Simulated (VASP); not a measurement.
# Si in VASP: work function with PBE+D3(BJ)

Aim: the work function of Si with PBE+D3(BJ).

Program: VASP 6.6.1. These are calculated values, not measurements. Logs are shortened: lines on timing, memory, paths and dates and some standing lists are left out, and cuts for length are marked.

### 1 The structure

The cell holds a slab with vacuum, 16 atoms: a = 7.665 Å, b = 3.832 Å, c = 24.085 Å, α = 90.00°, β = 90.00°, γ = 90.00°.

The cell was built by a generator and needn't be a form met in nature.

### 2 Work function, PBE+D3(BJ)

File INCAR:

```
PREC     = Accurate       # precision mode
ENCUT    = 520            # plane-wave cutoff, eV
EDIFF    = 1E-6           # SCF threshold, eV
ISMEAR   = 0              # smearing method
SIGMA    = 0.03           # smearing width, eV
LREAL    = False          # projectors in reciprocal space
LASPH    = True           # aspherical terms in the spheres
NELM     = 60             # most SCF steps
ALGO     = Normal         # electronic algorithm
ISIF     = 2              # what is computed and relaxed
LWAVE    = False          # write WAVECAR
LCHARG   = True           # write CHGCAR
LDIPOL   = True         
IDIPOL   = 3            
DIPOL    = 0.5 0.5 0.500
GGA      = PE             # functional
IVDW     = 12             # dispersion correction
LVHAR    = True         
LVACPOTAV= True         
KPAR     = 4
```

File KPOINTS:

```
Automatic mesh
0
Gamma
  4 7 1
```

File POSCAR:

```
Si                                      
1.0
    7.6648678200      0.0000000000      0.0000000000
    0.0000000000      3.8324339100      0.0000000000
    0.0000000000      0.0000000000     24.0847900000
  Si            
    16
Direct
     0.8635667148419867    0.0000000000017324    0.3272505796391330
     0.5782620446899419    0.0000000000192365    0.2965869274433256
     0.5287464119298307    0.5000000000214598    0.3536801943400928
     0.9981761791381798    0.4999999999871503    0.3622979250167085
     0.2729005767733275    0.4999999999886643    0.4084827112232312
     0.7444160886515524    0.5000000000103380    0.4228743480844296
     0.7549639068230579    0.9999999999992755    0.4779865634891528
     0.2718481201450436    0.9999999999790358    0.4663336476630189
     0.5023307092292941    0.9999999999875250    0.5332965784143343
     0.0235007035231975    0.0000000000162945    0.5227884056898999
     0.0110447044626462    0.5000000000300188    0.5776435521210576
     0.5073243677626947    0.4999999999679777    0.5910347371924477
     0.7759345068094168    0.5000000000097656    0.6407547629783910
     0.2473599889722425    0.5000000000066523    0.6443271279521453
     0.1058228596620141    0.9999999999665817    0.6756361655084787
     0.8138021165855742    0.0000000000082918    0.6990257732441529
```

Potentials or basis: VASP PAW PBE potentials, release 64 (Si).

Launch:

```bash
> cat potpaw_PBE.64/Si/POTCAR > POTCAR
> mpirun -np 4 vasp_std > vasp.out
```

OUTCAR:

```text
PREC = Accurate
   ENCUT = 520
   EDIFF = 1E-6
   ISMEAR = 0
   LREAL = False
   LASPH = True
   NELM = 60
   ISIF = 2
   GGA = PE
   IVDW = 12
 IVDW          = 12

 ion  position               nearest neighbor table
   1  0.864  0.000  0.327-   2 2.31   4 2.33   4 2.33   6 3.13   6 3.13
   2  0.578  0.000  0.297-   1 2.31   3 2.39   3 2.39
   3  0.529  0.500  0.354-   6 2.35   5 2.36   2 2.39   2 2.39
   4  0.998  0.500  0.362-   1 2.33   1 2.33   5 2.38   6 2.43
   5  0.273  0.500  0.408-   3 2.36   8 2.37   8 2.37   4 2.38
   6  0.744  0.500  0.423-   7 2.33   7 2.33   3 2.35   4 2.43   1 3.13   1 3.13
   7  0.755  1.000  0.478-  10 2.32   6 2.33   6 2.33   9 2.35
   8  0.272  1.000  0.466-  10 2.34   5 2.37   5 2.37   9 2.39
   9  0.502  1.000  0.533-   7 2.35  12 2.37  12 2.37   8 2.39
  10  0.024  0.000  0.523-   7 2.32  11 2.33  11 2.33   8 2.34
  11  0.011  0.500  0.578-  10 2.33  10 2.33  13 2.36  14 2.42  15 3.13  15 3.13
  12  0.507  0.500  0.591-   9 2.37   9 2.37  14 2.37  13 2.38
  13  0.776  0.500  0.641-  11 2.36  12 2.38  16 2.39  16 2.39
  14  0.247  0.500  0.644-  15 2.33  15 2.33  12 2.37  11 2.42
  15  0.106  1.000  0.676-  16 2.31  14 2.33  14 2.33  11 3.13  11 3.13
  16  0.814  0.000  0.699-  15 2.31  13 2.39  13 2.39

  LATTYP: Found a simple orthorhombic cell.
 ALAT       =     3.8324339100
 B/A-ratio  =     2.0000000000
 C/A-ratio  =     6.2844632329

  Lattice vectors:

 A1 = (   0.0000000000,  -3.8324339100,   0.0000000000)
 A2 = (   7.6648678200,   0.0000000000,   0.0000000000)
 A3 = (   0.0000000000,   0.0000000000,  24.0847900000)

Analysis of symmetry for initial positions (statically):
=====================================================================
 Subroutine PRICEL returns:
 Original cell was already a primitive cell.

 Routine SETGRP: Setting up the symmetry group for a
 simple orthorhombic supercell.

 Subroutine GETGRP returns: Found  2 space group operations
 (whereof  2 operations were pure point group operations)
 out of a pool of  8 trial point group operations.

The static configuration has the point symmetry C_1h.

Analysis of symmetry for dynamics (positions and initial velocities):
=====================================================================
 Subroutine PRICEL returns:
 Original cell was already a primitive cell.

 Routine SETGRP: Setting up the symmetry group for a
 simple orthorhombic supercell.

 Subroutine GETGRP returns: Found  2 space group operations
 (whereof  2 operations were pure point group operations)
 out of a pool of  8 trial point group operations.

The dynamic configuration has the point symmetry C_1h.

 Subroutine INISYM returns: Found  2 space group operations
 (whereof  2 operations are pure point group operations),
 and found     1 'primitive' translations

----------------------------------------------------------------------------------------

[... 127 lines left out ...]
     AMIX_MAG =   1.60;   BMIX_MAG =  1.00
  volume/ion in A,a.u.               =      44.22       298.40
  Fermi-wavevector in a.u.,A,eV,Ry     =   0.734899  1.388757  7.348179  0.540076
  Thomas-Fermi vector in A             =   1.827964
   LORBIT       =      0    0 simple, 1 ext, 2 COOP (PROOUT), +10 PAW based schemes
   GGA     = PE    functional components
   LHFCALC =     F    Hartree Fock is set to
   AEXX    =    0.0000 exact exchange contribution
   IVDW    =    12    specifies the selected vdW correction
   LEPSILON=     F    determine dielectric tensor
   LRPA    =     F    only Hartree local field effects (RPA)
 non-spin polarized calculation
 Gauss-broadening in eV      SIGMA  =   0.03
  energy-cutoff  :      520.00
  volume of cell :      707.49
 maximum number of plane-waves:     19092
 NGX is ok and might be reduce to    60
   NGX = 29   NGY = 15   NGZ = 89

 dipolmoment           0.000000      0.000000      0.000111 electrons x Angstroem

 number of electron      64.0000000 magnetization

 dipolmoment           0.000000      0.000000     -0.000670 electrons x Angstroem

 Free energy of the ion-electron system (eV)
  ---------------------------------------------------
  ext. energy  EPLUGINS =         0.00000000
  ---------------------------------------------------
  free energy    TOTEN  =       -81.98240520 eV

  energy without entropy =      -81.98240520  energy(sigma->0) =      -81.98240520

 E-fermi :   0.0473     XC(G=0):  -4.8982

 val. band max:       -0.0933108743   @ k =   0.5000   0.1429   0.0000
 cond. band min:       0.1935270198   @ k =   0.0000   0.4286   0.0000
 fundamental gap:      0.2868378941
 Fermi energy:         0.0473160877

 k-point     1 :       0.0000    0.0000    0.0000
  band No.  band energies     occupation
      1     -11.9748      2.00000
      2     -11.5375      2.00000
      3     -10.5385      2.00000
      4      -9.9329      2.00000
      5      -9.8270      2.00000
      6      -9.1858      2.00000
[... 517 lines left out ...]
     40       2.3825      0.00000
     41       2.4673      0.00000

------------------------ aborting loop because EDIFF is reached ----------------------------------------

 Edisp (eV)   -4.30576

 E8    (eV) :    -1.8339

  FORCE on cell =-STRESS in cart. coord.  units (eV):
  Direction    XX          YY          ZZ          XY          YZ          ZX
  --------------------------------------------------------------------------------------
  -------------------------------------------------------------------------------------
  Total      -4.75936     1.16762    -0.03947     0.00000     0.00000    -0.07347
  in kB     -10.77797     2.64416    -0.08938     0.00000     0.00000    -0.16637
  external pressure =       -2.74 kB  Pullay stress =        0.00 kB

 VOLUME and BASIS-vectors are now :
 -----------------------------------------------------------------------------
  energy-cutoff  :      520.00
  volume of cell :      707.49
      direct lattice vectors                 reciprocal lattice vectors
     7.664867820  0.000000000  0.000000000     0.130465394  0.000000000  0.000000000
     0.000000000  3.832433910  0.000000000     0.000000000  0.260930788  0.000000000
     0.000000000  0.000000000 24.084790000     0.000000000  0.000000000  0.041519980

 POSITION                                       TOTAL-FORCE (eV/Angst)
 -----------------------------------------------------------------------------------
      6.61912      0.00000      7.88176         0.003868      0.000000      0.000112
      4.43230      0.00000      7.14323         0.005716      0.000000     -0.003862
      4.05277      1.91622      8.51831        -0.001111      0.000000      0.000766
      7.65089      1.91622      8.72587         0.000484      0.000000     -0.003115
      2.09175      1.91622      9.83822        -0.003415      0.000000      0.002666
      5.70585      1.91622     10.18484         0.001418      0.000000      0.000338
[... 8 lines left out ...]
      0.81112      3.83243     16.27256        -0.005127      0.000000     -0.002513
      6.23769      0.00000     16.83589        -0.001064      0.000000      0.001370
 -----------------------------------------------------------------------------------
    total drift:                                0.000035     -0.000000      0.000029

  FREE ENERGIE OF THE ION-ELECTRON SYSTEM (eV)
  ---------------------------------------------------
  free  energy   TOTEN  =       -86.2881608012 eV

  energy  without entropy=      -86.2881608012  energy(sigma->0) =      -86.28816080

 vacuum level on the upper side and lower side of the slab         4.901         4.905
```

Run time: 1.9 min. Hardware: 4 MPI ranks of AMD EPYC 9R45 (Zen 5), shared host; peak memory 0.78 GiB.

What came out:

```yaml
Free_energy: -86.2882 eV
Largest_force: 0.007 eV/Å
Band_gap_on_the_k_mesh: 0.29 eV, indirect (least direct gap 0.67 eV)
Dispersion_energy_per_atom: -0.269 eV
Ionisation_potential_of_the_upper_face: 4.99 eV
```

Forces on the atoms (eV/Å):
```
Si   0.004  0.000  0.000
Si   0.006  0.000 -0.004
Si  -0.001  0.000  0.001
Si   0.000  0.000 -0.003
Si  -0.003  0.000  0.003
Si   0.001  0.000  0.000
Si   0.001  0.000 -0.001
Si  -0.001  0.000  0.001
Si   0.001  0.000  0.002
Si   0.002  0.000 -0.001
Si  -0.002  0.000  0.004
Si   0.000  0.000 -0.001
Si  -0.001  0.000  0.004
Si  -0.002  0.000 -0.003
Si  -0.005  0.000 -0.003
Si  -0.001  0.000  0.001
```
